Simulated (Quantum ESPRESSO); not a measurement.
# MoS2 (P-3m1) in Quantum ESPRESSO: further runs, part 2 of 2

Quantum ESPRESSO 7.5.

### Step 3. Relaxation of cell and atoms, PBEsol, target pressure 5 GPa, at which the enthalpy is minimised

pw.in reads:

```
&CONTROL
  calculation = 'vc-relax'
  prefix = 'pwscf'
  outdir = './tmp'
  pseudo_dir = './pseudo'
  tprnfor = .true.
  tstress = .true.
  disk_io = 'low'
  nstep = 40
  forc_conv_thr = 0.0004
  etot_conv_thr = 1d-05
/
&SYSTEM
  ibrav = 0
  nat = 3
  ntyp = 2
  ecutwfc = 52
  ecutrho = 414
  nbnd = 20
  occupations = 'smearing'
  smearing = 'fd'
  degauss = 0.00367493
/
&ELECTRONS
  conv_thr = 6d-10
  electron_maxstep = 120
  mixing_beta = 0.5
/
&IONS
  ion_dynamics = 'bfgs'
/
&CELL
  cell_dynamics = 'bfgs'
  press = 50
  press_conv_thr = 0.3
/
ATOMIC_SPECIES
Mo    95.9500 mo_pbesol_v1.uspp.F.UPF
S     32.0600 s_pbesol_v1.4.uspp.F.UPF
CELL_PARAMETERS angstrom
   3.2274645616    0.0000000000    0.0000000000
  -1.6137322808    2.7950663001    0.0000000000
   0.0000000000    0.0000000000    6.3124734200
ATOMIC_POSITIONS crystal
Mo     0.0000000000    0.0000000000    0.5000000000
S      0.6666666667    0.3333333333    0.7446806800
S      0.3333333333    0.6666666667    0.2553193200
K_POINTS automatic
9 9 4 0 0 0
```

Potentials or basis: GBRV 1.5 PBEsol.

The run is started by

```sh
$ OMP_NUM_THREADS=1 mpirun -n 2 pw.x -nk 2 -in pw.in > pw.out
```

pw.out:

```text
This program is part of the open-source Quantum ESPRESSO suite
     for quantum simulation of materials; please cite
         "P. Giannozzi et al., J. Phys.:Condens. Matter 21 395502 (2009);
         "P. Giannozzi et al., J. Phys.:Condens. Matter 29 465901 (2017);
         "P. Giannozzi et al., J. Chem. Phys. 152 154105 (2020);
     in publications or presentations arising from this work. More details at

     Message from routine setup:
     using ibrav=0 with symmetry is DISCOURAGED, use correct ibrav instead

     K-points division:     npool     =       2
     Subspace diagonalization in iterative solution of the eigenvalue problem:
     a serial algorithm will be used

     G-vector sticks info
     --------------------
     sticks:   dense  smooth     PW     G-vecs:    dense   smooth      PW
     Sum        1069     517    163                54689    19351    3265

     Using Slab Decomposition

     bravais-lattice index     =            0
     lattice parameter (alat)  =       6.0990  a.u.
     unit-cell volume          =     384.2818 (a.u.)^3
     number of atoms/cell      =            3
     number of atomic types    =            2
     number of electrons       =        26.00
     number of Kohn-Sham states=           20
     kinetic-energy cutoff     =      52.0000  Ry
     charge density cutoff     =     414.0000  Ry
     scf convergence threshold =      6.0E-10
     mixing beta               =       0.5000
     number of iterations used =            8  plain     mixing
     energy convergence thresh.=      1.0E-05
     force convergence thresh. =      4.0E-04
     press convergence thresh. =      3.0E-01
     Exchange-correlation= SLA  PW   PSX  PSC
                           (   1   4  10   8   0   0   0)
     nstep                     =           40

     celldm(1)=   6.099024  celldm(2)=   0.000000  celldm(3)=   0.000000
     celldm(4)=   0.000000  celldm(5)=   0.000000  celldm(6)=   0.000000

     crystal axes: (cart. coord. in units of alat)
               a(1) = (   1.000000   0.000000   0.000000 )
               a(2) = (  -0.500000   0.866025   0.000000 )
               a(3) = (   0.000000   0.000000   1.955861 )

     reciprocal axes: (cart. coord. in units 2 pi/alat)
               b(1) = (  1.000000  0.577350 -0.000000 )
               b(2) = (  0.000000  1.154701  0.000000 )
               b(3) = (  0.000000 -0.000000  0.511284 )

     PseudoPot. # 1 for Mo read from file:
     mo_pbesol_v1.uspp.F.UPF
     Pseudo is Ultrasoft + core correction, Zval = 14.0
     Generated by new atomic code, or converted to UPF format
     Using radial grid of  889 points,  6 beta functions with:
                l(1) =   0
[... 457 lines left out ...]

     new trust radius        =       0.0659351926 bohr
     new conv_thr            =       0.0000000006 Ry

     new unit-cell volume =    367.55666 a.u.^3 (    54.46628 Ang^3 )
     density =      4.88013 g/cm^3

CELL_PARAMETERS (angstrom)
   3.173186555   0.000000000   0.000000000
  -1.586593278   2.748060168   0.000000000
   0.000000000   0.000000000   6.246055627

ATOMIC_POSITIONS (crystal)
Mo               0.0000000000        0.0000000000        0.5000000000
S                0.6666666667        0.3333333333        0.7446908257
S                0.3333333333        0.6666666667        0.2553091743

     NEW-OLD atomic charge density approx. for the potential
     New effective cutoffs (rho, wfc):  427.74   53.77

     Self-consistent Calculation

     iteration #  1     ecut=    52.00 Ry     beta= 0.50
     Davidson diagonalization with overlap
     c_bands:  1 eigenvalues not converged
     ethr =  1.00E-06,  avg # of iterations =  8.4

     total energy              =    -187.51236158 Ry
     estimated scf accuracy    <       0.00174608 Ry

[... 102 further cycles ...]
     iteration #  2     ecut=    52.00 Ry     beta= 0.50
     Davidson diagonalization with overlap
     ethr =  4.38E-04,  avg # of iterations =  2.1

     total energy              =    -187.47381052 Ry
     estimated scf accuracy    <       0.19041376 Ry
[... 57 lines left out ...]
     iteration # 11     ecut=    52.00 Ry     beta= 0.50
     Davidson diagonalization with overlap
     ethr =  1.00E-13,  avg # of iterations =  4.2

     End of self-consistent calculation

          k = 0.0000 0.0000 0.0000 (  2005 PWs)   bands (ev):

   -48.2306 -22.3789 -22.2016 -22.2016  -2.3292   0.0685   5.6079   9.3867
     9.3867  11.7836  12.4892  12.4892  12.7058  13.3844  13.3844  16.2654
    16.2654  19.0855  20.6730  22.5306

          k = 0.0000 0.0000 0.1456 (  2004 PWs)   bands (ev):

   -48.2305 -22.3792 -22.2015 -22.2015  -2.0716  -0.4373   6.3913   9.4177
     9.4177  10.3473  12.4676  12.4676  13.1584  13.1584  13.4883  16.6800
    16.6800  19.3287  21.3074  22.8048

          k =-0.0000-0.0000-0.2912 (  2004 PWs)   bands (ev):

   -48.2305 -22.3795 -22.2015 -22.2015  -1.3713  -1.3498   7.7589   8.7292
     9.4500   9.4500  12.4473  12.4473  12.9630  12.9630  13.8300  17.0953
    17.0953  19.8183  21.4580  22.9741

          k =-0.0000 0.1322-0.0000 (  2001 PWs)   bands (ev):
[... 235 lines left out ...]
   -48.1799 -22.5783 -22.4126 -22.2805   0.0640   0.6466   6.6207   7.1307
     8.4739   9.0778   9.3898  10.1268  12.9967  14.3309  14.9864  16.1482
    17.3879  20.1297  21.1564  21.9539

     the Fermi energy is    13.4454 ev

!    total energy              =    -187.51159801 Ry
     estimated scf accuracy    <          7.9E-12 Ry
     smearing contrib. (-TS)   =      -0.00067700 Ry
     internal energy E=F+TS    =    -187.51092101 Ry

     The total energy is F=E-TS. E is the sum of the following terms:
     one-electron contribution =     -55.18077382 Ry
     hartree contribution      =      40.84132585 Ry
     xc contribution           =     -36.10808576 Ry
     ewald contribution        =    -137.06338728 Ry

     convergence has been achieved in  11 iterations

     Forces acting on atoms (cartesian axes, Ry/au):

     atom    1 type  1   force =     0.00000000   -0.00000000    0.00000000
     atom    2 type  2   force =    -0.00000000   -0.00000000   -0.00004536
     atom    3 type  2   force =     0.00000000    0.00000000    0.00004536

     Total force =     0.000064     Total SCF correction =     0.000006

     Computing stress (Cartesian axis) and pressure

          total   stress  (Ry/bohr**3)                   (kbar)     P=       49.15
   0.00033424   0.00000000  -0.00000000           49.17        0.00       -0.00
   0.00000000   0.00033424  -0.00000000            0.00       49.17       -0.00
  -0.00000000  -0.00000000   0.00033380           -0.00       -0.00       49.10

=------------------------------------------------------------------------------=
   JOB DONE.
=------------------------------------------------------------------------------=
```

Wall time 4 min (2 MPI ranks of Intel Xeon 6975P-C (Granite Rapids), shared host); peak memory 0.34 GiB.

What came out:

| Item | Value |
| --- | --- |
| Free energy | -2551.2253 eV |
| Relaxed volume | 15.68 Å³/atom |
| Relaxed cell | a = 3.131 Å, b = 3.131 Å, c = 5.542 Å, α = 90.00°, β = 90.00°, γ = 120.00° |
| Space group after relaxing (to 0.05 Å) | P-3m1 (No. 164) |
| Energy change on relaxing (the enthalpy is what falls) | +1.7 meV/atom |
| Ionic steps | 14 |
| Pressure after relaxing | 4.9 GPa |
| Band gap on the k mesh | none (metal or under the smearing width) |

Step by step:
```csv
step,energy change (eV),largest force (eV/Å),pressure (GPa),volume (Å³)
1,0.0000,0.0031,-3.66,56.94
2,-0.0169,0.6989,2.48,54.47
3,-0.0119,0.8584,5.67,52.62
4,-0.0014,0.5882,7.07,50.55
5,0.0005,0.1955,5.77,50.01
6,-0.0118,0.0484,4.41,50.13
7,-0.0179,0.0404,3.64,50.01
8,-0.0212,0.1044,3.17,49.72
9,-0.0216,0.1524,2.98,49.20
10,-0.0179,0.1746,3.21,48.41
11,-0.0007,0.1165,4.08,47.27
12,0.0067,0.0582,4.58,47.01
13,0.0049,0.0350,4.70,47.06
14,0.0051,0.0013,4.98,47.05
```

Final structure:
```yaml
crystal:
  lattice:
    - [3.13108, 0.00000, 0.00000]
    - [-1.56554, 2.71160, 0.00000]
    - [0.00000, 0.00000, 5.54187]
  atoms:
    - { symbol: Mo, position: [0.00000, 0.00000, 0.50000] }
    - { symbol: S, position: [0.66667, 0.33333, 0.78305] }
    - { symbol: S, position: [0.33333, 0.66667, 0.21695] }
```

Caveat: the volume moved by over 15 % at a fixed basis, so the end points are rough; this functional lacks dispersion, which binds the layers, so the pressure and a relaxed spacing across them are unreliable.

### Step 4. Relaxation of cell and atoms, PBEsol, target pressure 10 GPa, at which the enthalpy is minimised

pw.in: that of step 3 with these lines changed.

```diff
@@ -33,3 +33,3 @@
   cell_dynamics = 'bfgs'
-  press = 50
+  press = 100
   press_conv_thr = 0.3
```

The run is started by

```sh
$ OMP_NUM_THREADS=1 mpirun -n 2 pw.x -nk 2 -in pw.in > pw.out
```

Wall time 3.7 min (2 MPI ranks of Intel Xeon 6975P-C (Granite Rapids), shared host); peak memory 0.4 GiB.

Results (log left out):

```
Free energy                                            : -2551.1181 eV
Relaxed volume                                         : 14.90 Å³/atom
Relaxed cell                                           : a = 3.105 Å, b = 3.105 Å, c = 5.356 Å, α = 90.00°, β = 90.00°, γ = 120.00°
Space group after relaxing (to 0.05 Å)                 : P-3m1 (No. 164)
Energy change on relaxing (the enthalpy is what falls) : +37.4 meV/atom
Ionic steps                                            : 15
Pressure after relaxing                                : 9.9 GPa
Band gap on the k mesh                                 : none (metal or under the smearing width)
```

The path:
| step | energy change (eV) | largest force (eV/Å) | pressure (GPa) | volume (Å³) |
| --- | --- | --- | --- | --- |
| 1 | 0.0000 | 0.0031 | -3.66 | 56.94 |
| 2 | 0.0225 | 1.1766 | 6.69 | 53.07 |
| 3 | 0.0601 | 1.3498 | 10.94 | 50.77 |
| 4 | 0.0894 | 0.9745 | 12.66 | 48.52 |
| 5 | 0.1336 | 0.2240 | 11.63 | 47.07 |
| 6 | 0.0982 | 0.0924 | 9.86 | 47.25 |
| 7 | 0.0862 | 0.0396 | 9.27 | 47.17 |
| 8 | 0.0784 | 0.0025 | 8.94 | 46.93 |
| 9 | 0.0757 | 0.0224 | 8.90 | 46.50 |
| 10 | 0.0817 | 0.0361 | 9.28 | 45.83 |
| 11 | 0.1055 | 0.0118 | 10.23 | 44.87 |
| 12 | 0.1367 | 0.0335 | 10.83 | 44.35 |
| 13 | 0.1137 | 0.0221 | 10.23 | 44.68 |
| 14 | 0.1132 | 0.0129 | 10.13 | 44.69 |
| 15 | 0.1121 | 0.0010 | 10.01 | 44.71 |

Final structure:
```xyz
3
Lattice="3.1046 0.0000 0.0000 -1.5523 2.6887 0.0000 0.0000 0.0000 5.3560" Properties=species:S:1:pos:R:3 pbc="T T T"
Mo    0.0000    0.0000    2.6780
S     1.5523    0.8962    4.2452
S     0.0000    1.7925    1.1108
```

Levels at points of the mesh, in eV from the Fermi level:
| k point | band 10 | band 11 | band 12 | band 13 | band 14 | band 15 | band 16 | band 17 |
| --- | --- | --- | --- | --- | --- | --- | --- | --- |
| (0.00, 0.00, 0.00) | -1.78 | -0.99 | -0.99 | -0.34 | -0.04 | -0.04 | 2.58 | 2.58 |
| (0.00, 0.00, -0.50) | -4.06 | -1.06 | -1.06 | -0.66 | -0.66 | 0.59 | 3.77 | 3.77 |

Caveat: the volume moved by over 15 % at a fixed basis, so the end points are rough; this functional lacks dispersion, which binds the layers, so the pressure and a relaxed spacing across them are unreliable.

### Step 5. Relaxation of cell and atoms, PBEsol, target pressure 20 GPa, at which the enthalpy is minimised

pw.in: that of step 4 with these lines changed.

```diff
@@ -14,2 +14,3 @@
   ibrav = 0
+  celldm(1) = 8
   nat = 3
@@ -33,3 +34,3 @@
   cell_dynamics = 'bfgs'
-  press = 100
+  press = 200
   press_conv_thr = 0.3
@@ -39,6 +40,6 @@
 S     32.0600 s_pbesol_v1.4.uspp.F.UPF
-CELL_PARAMETERS angstrom
-   3.2274645616    0.0000000000    0.0000000000
-  -1.6137322808    2.7950663001    0.0000000000
-   0.0000000000    0.0000000000    6.3124734200
+CELL_PARAMETERS alat
+  0.7623780122949   0.0000000000000   0.0000000000000
+ -0.3811890061475   0.6602387259200   0.0000000000000
+  0.0000000000000   0.0000000000000   1.4911057415975
 ATOMIC_POSITIONS crystal
```

The run is started by

```sh
$ OMP_NUM_THREADS=1 mpirun -n 2 pw.x -nk 2 -in pw.in > pw.out
```

It took 3.6 min on 2 MPI ranks of Intel Xeon 6975P-C (Granite Rapids), shared host; peak memory 0.36 GiB.

The run converged. Its results:

* Free energy: -2550.8291 eV
* Relaxed volume: 13.85 Å³/atom
* Relaxed cell: a = 3.055 Å, b = 3.055 Å, c = 5.141 Å, α = 90.00°, β = 90.00°, γ = 120.00°
* Space group after relaxing (to 0.05 Å): P-3m1 (No. 164)
* Energy change on relaxing (the enthalpy is what falls): +133.6 meV/atom
* Ionic steps: 14
* Pressure after relaxing: 19.9 GPa
* Band gap on the k mesh: none (metal or under the smearing width)

Step by step:
| step | energy change (eV) | largest force (eV/Å) | pressure (GPa) | volume (Å³) |
| --- | --- | --- | --- | --- |
| 1 | 0.0000 | 0.0031 | -3.66 | 56.94 |
| 2 | 0.2178 | 2.2508 | 16.76 | 50.35 |
| 3 | 0.2877 | 2.2300 | 21.33 | 47.77 |
| 4 | 0.3261 | 1.4282 | 22.46 | 45.48 |
| 5 | 0.4611 | 0.2070 | 22.09 | 43.40 |
| 6 | 0.4066 | 0.0214 | 20.13 | 43.35 |
| 7 | 0.3889 | 0.0251 | 19.78 | 43.08 |
| 8 | 0.3817 | 0.0246 | 19.92 | 42.60 |
| 9 | 0.3963 | 0.0079 | 20.64 | 41.85 |
| 10 | 0.5116 | 0.0899 | 22.47 | 40.81 |
| 11 | 0.3754 | 0.0446 | 19.59 | 41.77 |
| 12 | 0.3956 | 0.0183 | 19.97 | 41.59 |
| 13 | 0.4014 | 0.0031 | 20.04 | 41.55 |
| 14 | 0.4008 | 0.0017 | 20.01 | 41.55 |

Final structure:
```
Mo S
1.0
     3.05484    0.00000    0.00000
    -1.52742    2.64557    0.00000
     0.00000    0.00000    5.14137
Mo S
1 2
Direct
  0.00000 0.00000 0.50000
  0.66667 0.33333 0.80511
  0.33333 0.66667 0.19489
```

Levels at points of the mesh, in eV from the Fermi level:
| k point | band 11 | band 12 | band 13 | band 14 | band 15 | band 16 |
| --- | --- | --- | --- | --- | --- | --- |
| (0.00, 0.00, 0.00) | -1.00 | -1.00 | 0.03 | 0.03 | 0.25 | 2.17 |
| (0.00, 0.00, -0.50) | -1.11 | -1.11 | -0.97 | -0.97 | 0.91 | 3.98 |

Caveat: the volume moved by over 15 % at a fixed basis, so the end points are rough; this functional lacks dispersion, which binds the layers, so the pressure and a relaxed spacing across them are unreliable.

### Step 6. Relaxation of cell and atoms, PBEsol, target pressure 30 GPa, at which the enthalpy is minimised

pw.in: that of step 5 with these lines changed.

```diff
@@ -34,3 +34,3 @@
   cell_dynamics = 'bfgs'
-  press = 200
+  press = 300
   press_conv_thr = 0.3
```

Potentials or basis: GBRV 1.5 PBEsol.

The run is started by

```sh
$ OMP_NUM_THREADS=1 mpirun -n 2 pw.x -nk 2 -in pw.in > pw.out
```

Wall time 3.2 min (2 MPI ranks of Intel Xeon 6975P-C (Granite Rapids), shared host); peak memory 0.36 GiB.

The run converged. Its results:

- Free energy: -2550.5027 eV
- Relaxed volume: 13.15 Å³/atom
- Relaxed cell: a = 3.008 Å, b = 3.008 Å, c = 5.033 Å, α = 90.00°, β = 90.00°, γ = 120.00°
- Space group after relaxing (to 0.05 Å): P-3m1 (No. 164)
- Energy change on relaxing (the enthalpy is what falls): +242.3 meV/atom
- Ionic steps: 13
- Pressure after relaxing: 29.9 GPa
- Band gap on the k mesh: none (metal or under the smearing width)

The path:
| step | energy change (eV) | largest force (eV/Å) | pressure (GPa) | volume (Å³) |
| --- | --- | --- | --- | --- |
| 1 | 0.0000 | 0.0031 | -3.66 | 56.94 |
| 2 | 0.5913 | 3.5016 | 29.36 | 47.72 |
| 3 | 0.5625 | 2.9346 | 30.96 | 45.53 |
| 4 | 0.6237 | 1.5511 | 31.71 | 42.95 |
| 5 | 0.7960 | 0.2125 | 31.47 | 41.07 |
| 6 | 0.7760 | 0.1566 | 29.79 | 40.55 |
| 7 | 0.7820 | 0.1925 | 30.06 | 39.92 |
| 8 | 0.8312 | 0.2690 | 31.47 | 39.02 |
| 9 | 0.7799 | 0.3580 | 29.55 | 39.20 |
| 10 | 0.6948 | 0.1284 | 28.39 | 39.62 |
| 11 | 0.7332 | 0.0165 | 30.11 | 39.41 |
| 12 | 0.7280 | 0.0042 | 30.01 | 39.43 |
| 13 | 0.7270 | 0.0001 | 30.00 | 39.44 |

Final structure:
```cif
data_structure
_symmetry_space_group_name_H-M 'P 1'
_symmetry_Int_Tables_number 1
_cell_length_a 3.0079
_cell_length_b 3.0079
_cell_length_c 5.0334
_cell_angle_alpha 90.000
_cell_angle_beta 90.000
_cell_angle_gamma 120.000
_cell_volume 39.44
loop_
_atom_site_label
_atom_site_type_symbol
_atom_site_fract_x
_atom_site_fract_y
_atom_site_fract_z
_atom_site_occupancy
Mo1 Mo 0.00000 0.00000 0.50000 1
S1 S 0.66667 0.33333 0.81235 1
S2 S 0.33333 0.66667 0.18765 1
```

Levels at points of the mesh, in eV from the Fermi level:
```
            k point  band 9  band 10  band 11  band 12  band 13  band 14  band 15  band 16  band 17  band 18
 (0.00, 0.00, 0.00)   -4.36    -2.19    -0.98    -0.98     0.13     0.13     0.63     1.92     1.92     4.72
(0.00, 0.00, -0.50)   -4.15    -4.15    -1.13    -1.13    -1.13    -1.13     1.16     4.16     4.16     6.82
```

Caveat: the volume moved by over 15 % at a fixed basis, so the end points are rough; this functional lacks dispersion, which binds the layers, so the pressure and a relaxed spacing across them are unreliable.

### Step 7. Summary

| cell | gap on the mesh (eV) | pressure (GPa) |
| --- | --- | --- |
| relaxed to 2 GPa | none | 1.9 |
| relaxed to 5 GPa | none | 4.9 |
| relaxed to 10 GPa | none | 9.9 |
| relaxed to 20 GPa | none | 19.9 |
| relaxed to 30 GPa | none | 29.9 |

Alike in all rows: task relaxation of cell and atoms; level PBEsol; potentials or basis GBRV 1.5 PBEsol; no spin polarisation; k mesh 9 × 9 × 4; cutoff (eV) 707; smearing fermi-dirac 0.05 eV.

Caveats: this functional lacks dispersion, which binds the layers, so the pressure and a relaxed spacing across them are unreliable; the volume moved by over 15 % at a fixed basis, so the end points are rough (some runs).

Total energies depend on the potentials used, so only differences within one code and one set of settings carry meaning.
